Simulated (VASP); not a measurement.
# Ba (Pm-3m) in VASP: a series of runs

The runs below take Ba through single point, with PBE.

All numbers are computed with VASP 6.6.1; they aren't measurements. Logs are shortened: lines on timing, memory, paths and dates and some standing lists are left out, and cuts for length are marked.

## 1. Starting point

The structure is cubic, space group Pm-3m (No. 221). Conventional cell: a = 3.918 Å, b = 3.918 Å, c = 3.918 Å, α = 90.00°, β = 90.00°, γ = 90.00°. Ba (site symmetry m-3m) has 6 Ba at 3.92 Å as nearest neighbours.

This isn't the form of Ba at room conditions, which is bcc.

## 2. Single point, PBE

Input file INCAR:

```
PREC = Normal
ENCUT = 450
EDIFF = 1E-4
ISMEAR = 1
SIGMA = 0.2
LREAL = Auto
LASPH = T
NELM = 100
ALGO = Normal
ISIF = 2
LWAVE = F
LCHARG = F
GGA = PE
ADDGRID = F
```

Input file KPOINTS:

```
regular mesh
0
Gamma
  11 11 11
```

Input file POSCAR:

```
Ba
1.0
    3.9177175405      0.0000000000      0.0000000000
    0.0000000000      3.9177175405      0.0000000000
    0.0000000000      0.0000000000      3.9177175405
Ba
1
Direct
    0.0000000000      0.0000000000      0.0000000000
```

Potentials or basis: VASP PAW PBE potentials, release 64 (Ba_sv).

The run is started by

```
$ cat potpaw_PBE.64/Ba_sv/POTCAR > POTCAR
$ mpirun -np 1 vasp_std > vasp.out
```

OUTCAR:

```text
PREC = Normal
   ENCUT = 450
   EDIFF = 1E-4
   ISMEAR = 1
   LREAL = Auto
   LASPH = T
   NELM = 100
   ISIF = 2
   GGA = PE

 Found     56 irreducible k-points:

 Following reciprocal coordinates:
            Coordinates               Weight
  0.000000  0.000000  0.000000      1.000000
  0.090909  0.000000  0.000000      6.000000
  0.181818  0.000000  0.000000      6.000000
  0.272727  0.000000  0.000000      6.000000
  0.363636  0.000000  0.000000      6.000000
  0.454545  0.000000  0.000000      6.000000
   k-points           NKPTS =     56   k-points in BZ     NKDIM =     56   number of bands    NBANDS=      9
   number of dos      NEDOS =    301   number of ions     NIONS =      1
   total plane-waves  NPLWV =   8000
   dimension x,y,z NGX =    20 NGY =   20 NGZ =   20
   dimension x,y,z NGXF=    40 NGYF=   40 NGZF=   40
   ions per type =               1
   NGX,Y,Z   is equivalent  to a cutoff of   8.49,  8.49,  8.49 a.u.
   NGXF,Y,Z  is equivalent  to a cutoff of  16.97, 16.97, 16.97 a.u.
 SYSTEM =  unknown system
   PREC   = normal    normal or accurate (medium, high low for compatibility)
   ISTART =      0    job   : 0-new  1-cont  2-samecut
   ICHARG =      2    charge: 1-file 2-atom 10-const
   ISPIN  =      1    spin polarized calculation?
   LNONCOLLINEAR =      F non collinear calculations
   LSORBIT =      F    spin-orbit coupling
   LASPH  =      T    aspherical Exc in radial PAW
   ENCUT  =  450.0 eV  33.07 Ry    5.75 a.u.   6.78  6.78  6.78*2*pi/ulx,y,z
   NELM   =    100;   NELMIN=  2; NELMDL= -5     # of ELM steps
   EDIFF  = 0.1E-03   stopping-criterion for ELM
   LREAL  =      T    real-space projection
   EDIFFG = 0.1E-02   stopping-criterion for IOM
   NSW    =      0    number of steps for IOM
   IBRION =     -1    ionic relax: 0-MD 1-quasi-New 2-CG
   NFREE  =      0    steps in history (QN), initial steepest desc. (CG)
   ISIF   =      2    stress and relaxation
   ISYM   =      2    0-nonsym 1-usesym 2-fastsym
   POTIM  = 0.5000    time-step for ionic-motion
   TEBEG  =    0.0;   TEEND  =   0.0 temperature during run
   PSTRESS=    0.0 pullay stress
   NELECT =      10.0000    total number of electrons
   NUPDOWN=      -1.0000    fix difference up-down
   EMIN   =  10.00;   EMAX   =-10.00  energy-range for DOS
   EFERMI =   0.00;   METHOD = LEGACY
   ISMEAR =     1;   SIGMA  =   0.20  broadening in eV -4-tet -1-fermi 0-gaus
   EFERMI_NEDOS =   21; number of points for ismear=-14 and -15
   IALGO  =     38    algorithm
   IMIX   =      4    mixing-type and parameters
     AMIX     =   0.40;   BMIX     =  1.00
     AMIX_MAG =   1.60;   BMIX_MAG =  1.00
  volume/ion in A,a.u.               =      60.13       405.78
  Fermi-wavevector in a.u.,A,eV,Ry     =   0.900275  1.701272 11.027448  0.810495
  Thomas-Fermi vector in A             =   2.023212
   LORBIT       =      0    0 simple, 1 ext, 2 COOP (PROOUT), +10 PAW based schemes
   GGA     = PE    functional components
   LHFCALC =     F    Hartree Fock is set to
   AEXX    =    0.0000 exact exchange contribution
   IVDW    =     0    specifies the selected vdW correction
   LEPSILON=     F    determine dielectric tensor
   LRPA    =     F    only Hartree local field effects (RPA)
 non-spin polarized calculation
 Methfessel and Paxton  Order N= 1 SIGMA  =   0.20
  energy-cutoff  :      450.00
  volume of cell :       60.13
 maximum number of plane-waves:      1334
   NGX = 13   NGY = 13   NGZ = 13

 number of electron      10.0000000 magnetization

 Free energy of the ion-electron system (eV)
  ---------------------------------------------------
  ext. energy  EPLUGINS =         0.00000000
  ---------------------------------------------------
  free energy    TOTEN  =        -1.59597305 eV

  energy without entropy =       -1.60446341  energy(sigma->0) =       -1.59880317

 E-fermi :   1.7125     XC(G=0):  -7.5442

 val. band max:        1.6626433299   @ k =   0.4545   0.1818   0.1818
 cond. band min:       1.7317050247   @ k =   0.4545   0.4545   0.4545
 fundamental gap:      0.0690616948
 Fermi energy:         1.7124698530

 k-point     1 :       0.0000    0.0000    0.0000
  band No.  band energies     occupation
      1     -27.4111      2.00000
      2     -12.2232      2.00000
      3     -12.2232      2.00000
      4     -12.2232      2.00000
      5      -0.8526      2.00000
      6       1.7593      0.61551
      7       1.7593      0.61551
      8       6.7016      0.00000
      9       6.7016      0.00000

 k-point     2 :       0.0909    0.0000    0.0000
  band No.  band energies     occupation
      1     -27.4061      2.00000
      2     -12.2893      2.00000
      3     -12.2176      2.00000
      4     -12.2176      2.00000
      5      -0.7251      2.00000
      6       1.7989      0.33879
      7       1.8931     -0.02393
      8       6.3700      0.00000
      9       6.3707      0.00000

 k-point     3 :       0.1818    0.0000    0.0000
  band No.  band energies     occupation
      1     -27.3924      2.00000
      2     -12.4609      2.00000
      3     -12.2025      2.00000
      4     -12.2025      2.00000
      5      -0.3832      2.00000
      6       1.9100     -0.04760
      7       2.2531     -0.00089
      8       5.7230      0.00000
      9       5.7231      0.00000

 k-point     4 :       0.2727    0.0000    0.0000
  band No.  band energies     occupation
      1     -27.3743      2.00000
      2     -12.6742      2.00000
      3     -12.1826      2.00000
      4     -12.1826      2.00000
      5       0.0852      2.00000
      6       2.0678     -0.03067
      7       2.6564     -0.00000
      8       5.1094     -0.00000
      9       5.1094     -0.00000

 k-point     5 :       0.3636    0.0000    0.0000
  band No.  band energies     occupation
      1     -27.3576      2.00000
      2     -12.8604      2.00000
      3     -12.1641      2.00000
      4     -12.1641      2.00000
      5       0.5896      2.00000
      6       2.2282     -0.00162
      7       2.7812     -0.00000
      8       4.6591     -0.00000
      9       4.6591     -0.00000

 k-point     6 :       0.4545    0.0000    0.0000
  band No.  band energies     occupation
      1     -27.3476      2.00000
      2     -12.9670      2.00000
      3     -12.1531      2.00000
      4     -12.1531      2.00000
      5       0.9881      2.00000
      6       2.3321     -0.00011
      7       2.6221     -0.00000
      8       4.4239     -0.00000
      9       4.4239     -0.00000

 [... further k-points ...]
[... 5 lines left out ...]
  --------------------------------------------------------------------------------------
  -------------------------------------------------------------------------------------
  Total        0.1055251      0.1055251      0.1055251      0.0000000      0.0000000     -0.0000000
  in kB        2.8116866      2.8116866      2.8116866      0.0000000      0.0000000     -0.0000000
  external PRESSURE =       2.8116866 kB  Pullay stress =       0.0000000 kB

 VOLUME and BASIS-vectors are now :
 -----------------------------------------------------------------------------
  energy-cutoff  :      450.00
  volume of cell :       60.13
      direct lattice vectors                 reciprocal lattice vectors
     3.917717540  0.000000000  0.000000000     0.255250663  0.000000000  0.000000000
     0.000000000  3.917717540  0.000000000     0.000000000  0.255250663  0.000000000
     0.000000000  0.000000000  3.917717540     0.000000000  0.000000000  0.255250663

 POSITION                                       TOTAL-FORCE (eV/Angst)
 -----------------------------------------------------------------------------------
      0.00000      0.00000      0.00000         0.000000      0.000000      0.000000
 -----------------------------------------------------------------------------------
    total drift:                               -0.000000      0.000000      0.000000

  FREE ENERGIE OF THE ION-ELECTRON SYSTEM (eV)
  ---------------------------------------------------
  free  energy   TOTEN  =        -1.5959730451 eV

  energy  without entropy=       -1.6044634089  energy(sigma->0) =       -1.59880317
```

Run time: 8.4 s. Hardware: 1 thread of Intel Xeon Platinum 8259CL at 2.50GHz (Skylake/Cascade Lake), shared host; peak memory 0.13 GiB.

These settings aren't checked as converged: the numbers below hold their error.

Results:

| Item | Value |
| --- | --- |
| Free energy | -1.5960 eV |
| Pressure | 0.3 GPa |
| Band gap on the k mesh | 0.07 eV, indirect (least direct gap 0.09 eV) |

Caveat: spin-orbit coupling is left out, which moves the levels of the heavy elements; an odd mesh through Γ misses points on the zone boundary, where band edges often lie.

## 3. Single point, PBE

INCAR is that of step 2.

KPOINTS is that of step 2.

Input file POSCAR:

```
Ba
1.0
    3.9784390000     -0.0454340000      0.0410850000
   -0.0454340000      3.9110040000      0.0402290000
    0.0410850000      0.0402290000      3.8659060000
Ba
1
Direct
   -0.0007550000      0.0095990000     -0.0077320000
```

Potentials or basis: VASP PAW PBE potentials, release 64 (Ba_sv).

The run is started by

```
$ cat potpaw_PBE.64/Ba_sv/POTCAR > POTCAR
$ mpirun -np 1 vasp_std > vasp.out
```

OUTCAR:

```text
PREC = Normal
   ENCUT = 450
   EDIFF = 1E-4
   ISMEAR = 1
   LREAL = Auto
   LASPH = T
   NELM = 100
   ISIF = 2
   GGA = PE

 Found    666 irreducible k-points:

 Following reciprocal coordinates:
            Coordinates               Weight
  0.000000  0.000000  0.000000      1.000000
  0.090909 -0.000000  0.000000      2.000000
  0.181818 -0.000000 -0.000000      2.000000
  0.272727 -0.000000 -0.000000      2.000000
  0.363636 -0.000000  0.000000      2.000000
  0.454545 -0.000000 -0.000000      2.000000
   k-points           NKPTS =    666   k-points in BZ     NKDIM =    666   number of bands    NBANDS=      9
   number of dos      NEDOS =    301   number of ions     NIONS =      1
   total plane-waves  NPLWV =   9600
   dimension x,y,z NGX =    24 NGY =   20 NGZ =   20
   dimension x,y,z NGXF=    48 NGYF=   40 NGZF=   40
   ions per type =               1
   NGX,Y,Z   is equivalent  to a cutoff of  10.03,  8.50,  8.60 a.u.
   NGXF,Y,Z  is equivalent  to a cutoff of  20.06, 17.00, 17.20 a.u.
 SYSTEM =  unknown system
   PREC   = normal    normal or accurate (medium, high low for compatibility)
   ISTART =      0    job   : 0-new  1-cont  2-samecut
   ICHARG =      2    charge: 1-file 2-atom 10-const
   ISPIN  =      1    spin polarized calculation?
   LNONCOLLINEAR =      F non collinear calculations
   LSORBIT =      F    spin-orbit coupling
   LASPH  =      T    aspherical Exc in radial PAW
   ENCUT  =  450.0 eV  33.07 Ry    5.75 a.u.   6.88  6.77  6.69*2*pi/ulx,y,z
   NELM   =    100;   NELMIN=  2; NELMDL= -5     # of ELM steps
   EDIFF  = 0.1E-03   stopping-criterion for ELM
   LREAL  =      T    real-space projection
   EDIFFG = 0.1E-02   stopping-criterion for IOM
   NSW    =      0    number of steps for IOM
   IBRION =     -1    ionic relax: 0-MD 1-quasi-New 2-CG
   NFREE  =      0    steps in history (QN), initial steepest desc. (CG)
   ISIF   =      2    stress and relaxation
   ISYM   =      2    0-nonsym 1-usesym 2-fastsym
   POTIM  = 0.5000    time-step for ionic-motion
   TEBEG  =    0.0;   TEEND  =   0.0 temperature during run
   PSTRESS=    0.0 pullay stress
   NELECT =      10.0000    total number of electrons
   NUPDOWN=      -1.0000    fix difference up-down
   EMIN   =  10.00;   EMAX   =-10.00  energy-range for DOS
   EFERMI =   0.00;   METHOD = LEGACY
   ISMEAR =     1;   SIGMA  =   0.20  broadening in eV -4-tet -1-fermi 0-gaus
   EFERMI_NEDOS =   21; number of points for ismear=-14 and -15
   IALGO  =     38    algorithm
   IMIX   =      4    mixing-type and parameters
     AMIX     =   0.40;   BMIX     =  1.00
     AMIX_MAG =   1.60;   BMIX_MAG =  1.00
  volume/ion in A,a.u.               =      60.13       405.78
  Fermi-wavevector in a.u.,A,eV,Ry     =   0.900275  1.701272 11.027447  0.810495
  Thomas-Fermi vector in A             =   2.023212
   LORBIT       =      0    0 simple, 1 ext, 2 COOP (PROOUT), +10 PAW based schemes
   GGA     = PE    functional components
   LHFCALC =     F    Hartree Fock is set to
   AEXX    =    0.0000 exact exchange contribution
   IVDW    =     0    specifies the selected vdW correction
   LEPSILON=     F    determine dielectric tensor
   LRPA    =     F    only Hartree local field effects (RPA)
 non-spin polarized calculation
 Methfessel and Paxton  Order N= 1 SIGMA  =   0.20
  energy-cutoff  :      450.00
  volume of cell :       60.13
 maximum number of plane-waves:      1324
   NGX = 13   NGY = 13   NGZ = 13

 number of electron      10.0000002 magnetization

 Free energy of the ion-electron system (eV)
  ---------------------------------------------------
  ext. energy  EPLUGINS =         0.00000000
  ---------------------------------------------------
  free energy    TOTEN  =        -1.59434883 eV

  energy without entropy =       -1.60269621  energy(sigma->0) =       -1.59713129

 E-fermi :   1.7114     XC(G=0):  -7.5437

 val. band max:        1.7112823755   @ k =  -0.4545  -0.4545   0.4545
 cond. band min:       1.7184282528   @ k =   0.4545  -0.4545   0.4545
 fundamental gap:      0.0071458773
 Fermi energy:         1.7113610105

 k-point     1 :       0.0000    0.0000    0.0000
  band No.  band energies     occupation
      1     -27.4107      2.00000
      2     -12.2614      2.00000
      3     -12.2179      2.00000
      4     -12.1856      2.00000
      5      -0.8523      2.00000
      6       1.7580      0.61716
      7       1.7667      0.55075
      8       6.6209      0.00000
      9       6.6988      0.00000

 k-point     2 :       0.0909   -0.0000    0.0000
  band No.  band energies     occupation
      1     -27.4064      2.00000
      2     -12.3193      2.00000
      3     -12.2133      2.00000
      4     -12.1810      2.00000
      5      -0.7295      2.00000
      6       1.7943      0.36038
      7       1.8847     -0.01036
      8       6.3017      0.00000
      9       6.4006      0.00000
[... 37 lines left out ...]
 k-point     6 :       0.4545   -0.0000   -0.0000
  band No.  band energies     occupation
      1     -27.3574      2.00000
      2     -12.9200      2.00000
      3     -12.1583      2.00000
      4     -12.1269      2.00000
      5       0.9180      2.00000
      6       2.2656     -0.00063
      7       2.5458     -0.00000
      8       4.5033     -0.00000
      9       4.6230     -0.00000

 [... further k-points ...]
[... 5 lines left out ...]
  --------------------------------------------------------------------------------------
  -------------------------------------------------------------------------------------
  Total       -0.0658369      0.1403314      0.2945639     -0.0482447      0.0350869      0.0414796
  in kB       -1.7542065      3.7390906      7.8485724     -1.2854656      0.9348817      1.1052122
  external PRESSURE =       3.2778188 kB  Pullay stress =       0.0000000 kB

 VOLUME and BASIS-vectors are now :
 -----------------------------------------------------------------------------
  energy-cutoff  :      450.00
  volume of cell :       60.13
      direct lattice vectors                 reciprocal lattice vectors
     3.978439000 -0.045434000  0.041085000     0.251416447  0.002948496 -0.002702616
    -0.045434000  3.911004000  0.040229000     0.002948496  0.255750771 -0.002692703
     0.041085000  0.040229000  3.865906000    -0.002702616 -0.002692703  0.258728319

 POSITION                                       TOTAL-FORCE (eV/Angst)
 -----------------------------------------------------------------------------------
      4.01577      0.03206      3.87745        -0.000000      0.000000      0.000000
 -----------------------------------------------------------------------------------
    total drift:                                0.000005      0.000027     -0.000024

  FREE ENERGIE OF THE ION-ELECTRON SYSTEM (eV)
  ---------------------------------------------------
  free  energy   TOTEN  =        -1.5943488310 eV

  energy  without entropy=       -1.6026962083  energy(sigma->0) =       -1.59713129
```

OSZICAR:

```text
N       E                     dE             d eps       ncg     rms          rms(c)
DAV:   1     0.536654278999E+02    0.53665E+02   -0.40584E+03 12004   0.819E+02
DAV:   2     0.540813320233E+00   -0.53125E+02   -0.52313E+02 14372   0.147E+02
DAV:   3    -0.154686940725E+01   -0.20877E+01   -0.20766E+01 15320   0.332E+01
DAV:   4    -0.159561630517E+01   -0.48747E-01   -0.48680E-01 18648   0.433E+00
DAV:   5    -0.159619752071E+01   -0.58122E-03   -0.58112E-03 17145   0.298E-01    0.195E+00
DAV:   6    -0.159401979715E+01    0.21777E-02   -0.76171E-03 15507   0.838E-01    0.114E+00
DAV:   7    -0.159400849901E+01    0.11298E-04   -0.17706E-02 14354   0.132E+00    0.726E-02
DAV:   8    -0.159434548436E+01   -0.33699E-03   -0.66892E-04 16530   0.215E-01    0.189E-02
DAV:   9    -0.159434883096E+01   -0.33466E-05   -0.15302E-05  8618   0.308E-02
   1 F= -.15943488E+01 E0= -.15971313E+01  d E =0.834738E-02
```

It took 74 s on 1 thread of Intel Xeon Platinum 8259CL at 2.50GHz (Skylake/Cascade Lake), shared host; peak memory 0.27 GiB.

The run converged, but some of its settings lie outside the range that counts as converged, so its numbers aren't taken as properties of the crystal.

What came out:

- Free energy: -1.5943 eV
- Pressure: 0.3 GPa
- Band gap on the k mesh: none (metal or under the smearing width)

## 4. Single point, PBE

Input file INCAR:

```
PREC = Accurate
ENCUT = 700
EDIFF = 1E-6
ISMEAR = 1
SIGMA = 0.2
LREAL = F
LASPH = T
NELM = 100
ALGO = Normal
ISIF = 2
LWAVE = F
LCHARG = F
GGA = PE
ADDGRID = F
```

Input file KPOINTS:

```
regular mesh
0
Gamma
  9 9 9
```

Input file POSCAR:

```
Ba
1.0
    3.9177175405      0.0000000000      0.0000000000
    0.0000000000      3.9177175405      0.0000000000
    0.0000000000      0.0000000000      3.9177175405
Ba
1
Direct
    0.0000000000      0.0000000000      0.0000000000
```

The run is started by

```
$ cat potpaw_PBE.64/Ba_sv/POTCAR > POTCAR
$ mpirun -np 1 vasp_std > vasp.out
```

Wall time 18 s (1 thread of Intel Xeon Platinum 8259CL at 2.50GHz (Skylake/Cascade Lake), shared host); peak memory 0.21 GiB.

These settings aren't checked as converged: the numbers below hold their error.

What came out:

- Free energy: -1.5952 eV
- Pressure: 0.4 GPa
- Band gap on the k mesh: 0.13 eV, indirect (least direct gap 0.14 eV)

Caveat: spin-orbit coupling is left out, which moves the levels of the heavy elements; an odd mesh through Γ misses points on the zone boundary, where band edges often lie.
